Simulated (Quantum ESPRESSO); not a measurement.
Input of a Quantum ESPRESSO 7.5 run:

File pw.in:

```
&CONTROL
  calculation = 'scf'
  prefix = 'pwscf'
  outdir = './tmp'
  pseudo_dir = './pseudo'
  tprnfor = .true.
  tstress = .true.
  disk_io = 'low'
/
&SYSTEM
  ibrav = 0
  celldm(1) = 8
  nat = 5
  ntyp = 3
  ecutwfc = 45
  ecutrho = 360
  nbnd = 28
  occupations = 'smearing'
  smearing = 'fd'
  degauss = 0.00367493
/
&ELECTRONS
  conv_thr = 1d-09
  electron_maxstep = 120
  mixing_beta = 0.5
/
ATOMIC_SPECIES
Ba   137.3270 ba_pbe_v1.uspp.F.UPF
Ti    47.8670 ti_pbe_v1.4.uspp.F.UPF
O     15.9990 o_pbe_v1.2.uspp.F.UPF
CELL_PARAMETERS alat
  0.9448158191598   0.0000000000000   0.0000000000000
  0.0000000000000   0.9448158191598   0.0000000000000
  0.0000000000000   0.0000000000000   0.9491149460933
ATOMIC_POSITIONS crystal
Ba     0.0000000000    0.0000000000    0.0000000000
Ti     0.5000000000    0.5000000000    0.4900000000
O      0.0000000000    0.5000000000    0.5170000000
O      0.5000000000    0.0000000000    0.5170000000
O      0.5000000000    0.5000000000    0.0190000000
K_POINTS automatic
4 4 4 1 1 1
```

File scf2.in:

```
&CONTROL
  calculation = 'scf'
  prefix = 'pwscf'
  outdir = './tmp'
  pseudo_dir = './pseudo'
  tprnfor = .true.
  tstress = .true.
  disk_io = 'low'
/
&SYSTEM
  ibrav = 0
  celldm(1) = 8
  nat = 5
  ntyp = 3
  ecutwfc = 45
  ecutrho = 360
  nbnd = 28
  occupations = 'fixed'
/
&ELECTRONS
  conv_thr = 1d-13
  electron_maxstep = 120
  mixing_beta = 0.5
  startingpot = 'file'
  startingwfc = 'file'
/
ATOMIC_SPECIES
Ba   137.3270 ba_pbe_v1.uspp.F.UPF
Ti    47.8670 ti_pbe_v1.4.uspp.F.UPF
O     15.9990 o_pbe_v1.2.uspp.F.UPF
CELL_PARAMETERS alat
  0.9448158191598   0.0000000000000   0.0000000000000
  0.0000000000000   0.9448158191598   0.0000000000000
  0.0000000000000   0.0000000000000   0.9491149460933
ATOMIC_POSITIONS crystal
Ba     0.0000000000    0.0000000000    0.0000000000
Ti     0.5000000000    0.5000000000    0.4900000000
O      0.0000000000    0.5000000000    0.5170000000
O      0.5000000000    0.0000000000    0.5170000000
O      0.5000000000    0.5000000000    0.0190000000
K_POINTS automatic
4 4 4 1 1 1
```

Contents of ph.in:

```
dielectric of BaTiO3
&INPUTPH
  prefix = 'pwscf'
  outdir = './tmp'
  tr2_ph = 1d-18
  fildyn = 'dyn'
  niter_ph = 90
  alpha_mix(1) = 0.7
  epsil = .true.
  trans = .false.
  zeu = .true.
/
0.0000000000 0.0000000000 0.0000000000
```

Potentials or basis: GBRV 1.5 PBE.

Launch:

```console
$ OMP_NUM_THREADS=1 pw.x -in pw.in > pw.out
$ OMP_NUM_THREADS=1 pw.x -in scf2.in > scf2.out
$ OMP_NUM_THREADS=1 ph.x -in ph.in > ph.out
```

(1) Predict the electronic dielectric tensor (diagonal).

(2) Predict the Born charges (mean of the diagonal).

(3) Predict the pressure.

(4) Predict the largest force.

## Answers

(1) 6.47, 6.47, 5.92.

(2) Ba +2.78; Ti +6.87; O -3.25, -3.05 e.

(3) 3.4 GPa.

(4) 0.273 eV/Å.

Caveat: the mesh is thin for the dielectric tensor, Born charges and intensities, which usually come out too large; the cell is more than 3 GPa from zero pressure, which shifts response properties; the Born charges break their sum rule by 0.11 e, a sign of too thin a mesh.
